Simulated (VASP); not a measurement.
# BiTe (I4mm) in VASP: further runs

The runs below take BiTe through single point, with PBE.

Everything below comes from runs of VASP 6.6.1. Logs are shortened: lines on timing, memory, paths and dates and some standing lists are left out, and cuts for length are marked.

## (1) The cell of the first run

The structure is tetragonal, space group I4mm (No. 107). The conventional cell has a = 4.575 Å, b = 4.575 Å, c = 6.470 Å, α = 90.00°, β = 90.00°, γ = 90.00°. Bi (site symmetry 4mm) is surrounded by 6 Te at 3.09 to 3.38 Å. Te (site symmetry 4mm) is surrounded by 6 Bi at 3.09 to 3.38 Å.

## (2) Single point, PBE (all Bi atoms moved +0.150 Å, as atom 1 along Cartesian [1 0 0])

Input file INCAR:

```
SYSTEM = BiTe
  PREC = Accurate
  ENCUT = 520
  EDIFF = 1E-6
  ISMEAR = 0
  SIGMA = 0.15
  LREAL = .False.
  LASPH = .True.
  NELM = 100
  ALGO = Fast
  ISIF = 2
  LWAVE = .False.
  LCHARG = .True.
  GGA = PE
  LELF = .True.
  LVHAR = .True.
  NBANDS = 18
```

Input file KPOINTS:

```
regular mesh
0
Gamma
  14 14 14
  0 0 0
```

Input file POSCAR:

```
BiTe
1.0
    0.0000000000      3.2350000000      3.2350000000
    3.2350000000      0.0000000000      3.2350000000
    3.2350000000      3.2350000000      0.0000000000
Bi Te
1 1
Direct
   -0.0231839258      0.0231839258      0.0231839258
    0.5000000000      0.5000000000      0.5000000000
```

Potentials or basis: VASP PAW PBE potentials, release 64 (Bi_d, Te).

The run is started by

```bash
$ cat potpaw_PBE.64/Bi_d/POTCAR potpaw_PBE.64/Te/POTCAR > POTCAR
$ mpirun -np 1 vasp_std > vasp.out
```

OUTCAR:

```text
SYSTEM = BiTe
   PREC = Accurate
   ENCUT = 520
   EDIFF = 1E-6
   ISMEAR = 0
   LREAL = .False.
   LASPH = .True.
   NELM = 100
   ISIF = 2
   GGA = PE

 ion  position               nearest neighbor table
   1  0.977  0.023  0.023-   2 3.09   2 3.24   2 3.24   2 3.24   2 3.24   2 3.38
   2  0.500  0.500  0.500-   1 3.09   1 3.24   1 3.24   1 3.24   1 3.24   1 3.38

  LATTYP: Found a face centered cubic cell.
 ALAT       =     6.4700000000

  Lattice vectors:

 A1 = (   0.0000000000,   3.2350000000,   3.2350000000)
 A2 = (   3.2350000000,   0.0000000000,   3.2350000000)
 A3 = (   3.2350000000,   3.2350000000,   0.0000000000)

Analysis of symmetry for initial positions (statically):
=====================================================================
 Subroutine PRICEL returns:
 Original cell was already a primitive cell.

 Routine SETGRP: Setting up the symmetry group for a
 face centered cubic supercell.

 Subroutine GETGRP returns: Found  8 space group operations
 (whereof  8 operations were pure point group operations)
 out of a pool of 48 trial point group operations.

The static configuration has the point symmetry C_4v.

Analysis of symmetry for dynamics (positions and initial velocities):
=====================================================================
 Subroutine PRICEL returns:
 Original cell was already a primitive cell.

 Routine SETGRP: Setting up the symmetry group for a
 face centered cubic supercell.

 Subroutine GETGRP returns: Found  8 space group operations
 (whereof  8 operations were pure point group operations)
 out of a pool of 48 trial point group operations.

The dynamic configuration has the point symmetry C_4v.

 Subroutine INISYM returns: Found  8 space group operations
 (whereof  8 operations are pure point group operations),
 and found     1 'primitive' translations

----------------------------------------------------------------------------------------

                                     Primitive cell

  volume of cell :      67.7100

  direct lattice vectors                    reciprocal lattice vectors
     0.000000000  3.235000000  3.235000000    -0.154559505  0.154559505  0.154559505
     3.235000000  0.000000000  3.235000000     0.154559505 -0.154559505  0.154559505
     3.235000000  3.235000000  0.000000000     0.154559505  0.154559505 -0.154559505

  length of vectors
     4.574980874  4.574980874  4.574980874     0.267704916  0.267704916  0.267704916

  position of ions in fractional coordinates (direct lattice)
     0.976816074  0.023183926  0.023183926
     0.500000000  0.500000000  0.500000000

  ion indices of the primitive-cell ions
   primitive index   ion index
                 1           1
                 2           2

----------------------------------------------------------------------------------------

 KPOINTS: regular mesh

Automatic generation of k-mesh.
 Grid dimensions read from file:
 generate k-points for:   14   14   14

 Generating k-lattice:

  Cartesian coordinates                     Fractional coordinates (reciprocal lattice)
    -0.011039965  0.011039965  0.011039965     0.071428571  0.000000000  0.000000000
     0.011039965 -0.011039965  0.011039965     0.000000000  0.071428571  0.000000000
     0.011039965  0.011039965 -0.011039965     0.000000000  0.000000000  0.071428571

  Length of vectors
     0.019121780  0.019121780  0.019121780

  Shift w.r.t. Gamma in fractional coordinates (k-lattice)
     0.000000000  0.000000000  0.000000000

 Subroutine IBZKPT returns following result:
 ===========================================

 Found    244 irreducible k-points:

 Following reciprocal coordinates:
            Coordinates               Weight
  0.000000  0.000000  0.000000      1.000000
  0.071429  0.000000  0.000000      8.000000
  0.142857  0.000000  0.000000      8.000000
  0.214286  0.000000  0.000000      8.000000
  0.285714  0.000000  0.000000      8.000000
  0.357143  0.000000  0.000000      8.000000
[... 16 lines left out ...]
 -0.428571  0.071429  0.000000     16.000000
  0.000000 -0.428571  0.071429      8.000000
 [... further k-points ...]
   k-points           NKPTS =    244   k-points in BZ     NKDIM =    244   number of bands    NBANDS=     18
   number of dos      NEDOS =    301   number of ions     NIONS =      2
   total plane-waves  NPLWV =  46656
   dimension x,y,z NGX =    36 NGY =   36 NGZ =   36
   dimension x,y,z NGXF=    72 NGYF=   72 NGZF=   72
   ions per type =               1   1
   NGX,Y,Z   is equivalent  to a cutoff of  13.08, 13.08, 13.08 a.u.
   NGXF,Y,Z  is equivalent  to a cutoff of  26.16, 26.16, 26.16 a.u.
 SYSTEM =  BiTe
   PREC   = accura    normal or accurate (medium, high low for compatibility)
   ISTART =      0    job   : 0-new  1-cont  2-samecut
   ICHARG =      2    charge: 1-file 2-atom 10-const
   ISPIN  =      1    spin polarized calculation?
   LNONCOLLINEAR =      F non collinear calculations
   LSORBIT =      F    spin-orbit coupling
   LASPH  =      T    aspherical Exc in radial PAW
   ENCUT  =  520.0 eV  38.22 Ry    6.18 a.u.   8.51  8.51  8.51*2*pi/ulx,y,z
   NELM   =    100;   NELMIN=  2; NELMDL= -5     # of ELM steps
   EDIFF  = 0.1E-05   stopping-criterion for ELM
   LREAL  =      F    real-space projection
   EDIFFG = 0.1E-04   stopping-criterion for IOM
   NSW    =      0    number of steps for IOM
   IBRION =     -1    ionic relax: 0-MD 1-quasi-New 2-CG
   NFREE  =      0    steps in history (QN), initial steepest desc. (CG)
   ISIF   =      2    stress and relaxation
   ISYM   =      2    0-nonsym 1-usesym 2-fastsym
   POTIM  = 0.5000    time-step for ionic-motion
   TEBEG  =    0.0;   TEEND  =   0.0 temperature during run
   PSTRESS=    0.0 pullay stress
   NELECT =      21.0000    total number of electrons
   NUPDOWN=      -1.0000    fix difference up-down
   EMIN   =  10.00;   EMAX   =-10.00  energy-range for DOS
   EFERMI =   0.00;   METHOD = LEGACY
   ISMEAR =     0;   SIGMA  =   0.15  broadening in eV -4-tet -1-fermi 0-gaus
   EFERMI_NEDOS =   21; number of points for ismear=-14 and -15
   IALGO  =     68    algorithm
   IMIX   =      4    mixing-type and parameters
     AMIX     =   0.40;   BMIX     =  1.00
     AMIX_MAG =   1.60;   BMIX_MAG =  1.00
  volume/ion in A,a.u.               =      33.86       228.46
  Fermi-wavevector in a.u.,A,eV,Ry     =   1.108146  2.094092 16.707785  1.227988
  Thomas-Fermi vector in A             =   2.244669
   LORBIT       =      0    0 simple, 1 ext, 2 COOP (PROOUT), +10 PAW based schemes
   GGA     = PE    functional components
   LHFCALC =     F    Hartree Fock is set to
   AEXX    =    0.0000 exact exchange contribution
   IVDW    =     0    specifies the selected vdW correction
   LEPSILON=     F    determine dielectric tensor
   LRPA    =     F    only Hartree local field effects (RPA)
 non-spin polarized calculation
 RMM-DIIS sequential band-by-band and
 Gauss-broadening in eV      SIGMA  =   0.15
  energy-cutoff  :      520.00
  volume of cell :       67.71
 maximum number of plane-waves:      1845
 NGX is ok and might be reduce to    36
   NGX = 17   NGY = 17   NGZ = 17

 number of electron      21.0000002 magnetization

 Free energy of the ion-electron system (eV)
  ---------------------------------------------------
  ext. energy  EPLUGINS =         0.00000000
  ---------------------------------------------------
  free energy    TOTEN  =        -7.15124356 eV

  energy without entropy =       -7.13538973  energy(sigma->0) =       -7.14331664

 E-fermi :   6.7039     XC(G=0):  -9.4309

 val. band max:        6.6926581270   @ k =   0.0000   0.2857   0.1429
 cond. band min:       6.7095654476   @ k =   0.0000  -0.4286   0.1429
 fundamental gap:      0.0169073206
 Fermi energy:         6.7038557131

 k-point     1 :       0.0000    0.0000    0.0000
  band No.  band energies     occupation
      1     -16.5025      2.00000
      2     -16.4939      2.00000
      3     -16.4939      2.00000
      4     -16.4879      2.00000
      5     -16.4851      2.00000
      6      -6.8962      2.00000
[... 10 lines left out ...]
     17      12.7436      0.00000
     18      13.2253      0.00000

 k-point     2 :       0.0714    0.0000    0.0000
  band No.  band energies     occupation
      1     -16.5027      2.00000
      2     -16.4938      2.00000
      3     -16.4937      2.00000
      4     -16.4880      2.00000
      5     -16.4849      2.00000
      6      -6.8508      2.00000
[... 10 lines left out ...]
     17      13.0746      0.00000
     18      13.5608      0.00000

 k-point     3 :       0.1429    0.0000    0.0000
  band No.  band energies     occupation
      1     -16.5032      2.00000
      2     -16.4933      2.00000
      3     -16.4931      2.00000
      4     -16.4883      2.00000
      5     -16.4843      2.00000
      6      -6.7149      2.00000
[... 10 lines left out ...]
     17      13.8889      0.00000
     18      14.2963      0.00000

 k-point     4 :       0.2143    0.0000    0.0000
  band No.  band energies     occupation
      1     -16.5040      2.00000
      2     -16.4928      2.00000
      3     -16.4927      2.00000
      4     -16.4881      2.00000
      5     -16.4833      2.00000
      6      -6.4910      2.00000
[... 375 lines left out ...]
      4     -16.4847      2.00000
      5     -16.4805      2.00000
      6      -5.0715      2.00000
[... 10 lines left out ...]
     17      14.9517      0.00000
     18      15.9103      0.00000

 k-point    23 :      -0.4286    0.0714    0.0000
  band No.  band energies     occupation
      1     -16.5066      2.00000
      2     -16.4945      2.00000
      3     -16.4907      2.00000
      4     -16.4850      2.00000
      5     -16.4802      2.00000
      6      -5.1928      2.00000
[... 10 lines left out ...]
     17      15.3077      0.00000
     18      16.2883      0.00000

 k-point    24 :       0.0000   -0.4286    0.0714
  band No.  band energies     occupation
      1     -16.5067      2.00000
      2     -16.4941      2.00000
      3     -16.4908      2.00000
      4     -16.4852      2.00000
      5     -16.4801      2.00000
      6      -5.1943      2.00000
[... 10 lines left out ...]
     17      15.3001      0.00000
     18      16.3098      0.00000

 [... further k-points ...]
[... 5 lines left out ...]
  --------------------------------------------------------------------------------------
  -------------------------------------------------------------------------------------
  Total        0.6306516      0.3902530      0.3902530      0.0000000      0.0000000      0.0000000
  in kB       14.9226936      9.2343006      9.2343006      0.0000000      0.0000000      0.0000000
  external PRESSURE =      11.1304316 kB  Pullay stress =       0.0000000 kB

 VOLUME and BASIS-vectors are now :
 -----------------------------------------------------------------------------
  energy-cutoff  :      520.00
  volume of cell :       67.71
      direct lattice vectors                 reciprocal lattice vectors
     0.000000000  3.235000000  3.235000000    -0.154559505  0.154559505  0.154559505
     3.235000000  0.000000000  3.235000000     0.154559505 -0.154559505  0.154559505
     3.235000000  3.235000000  0.000000000     0.154559505  0.154559505 -0.154559505

 POSITION                                       TOTAL-FORCE (eV/Angst)
 -----------------------------------------------------------------------------------
      0.15000      3.23500      3.23500        -0.391867      0.000000      0.000000
      3.23500      3.23500      3.23500         0.391867      0.000000      0.000000
 -----------------------------------------------------------------------------------
    total drift:                                0.000229     -0.000000     -0.000000

  FREE ENERGIE OF THE ION-ELECTRON SYSTEM (eV)
  ---------------------------------------------------
  free  energy   TOTEN  =        -7.1512435616 eV

  energy  without entropy=       -7.1353897262  energy(sigma->0) =       -7.14331664
```

Wall time 3.8 min (1 thread of Intel Xeon Platinum 8375C at 2.90GHz (Ice Lake), shared host); peak memory 0.43 GiB.

Results:

```
Free energy            : -7.1512 eV
Pressure               : 1.1 GPa
Largest force          : 0.392 eV/Å
Band gap on the k mesh : none (metal or under the smearing width)
```

Forces in eV/Å, atoms in the order of the input:
```
Bi  -0.392  0.000  0.000
Te   0.392  0.000  0.000
```

Stress tensor (GPa, compression positive):
```
1.49 0.00 0.00
0.00 0.92 0.00
0.00 0.00 0.92
```

Caveat: spin-orbit coupling is left out, which moves the levels of the heavy elements.

(Continued in part 2 of 2.)
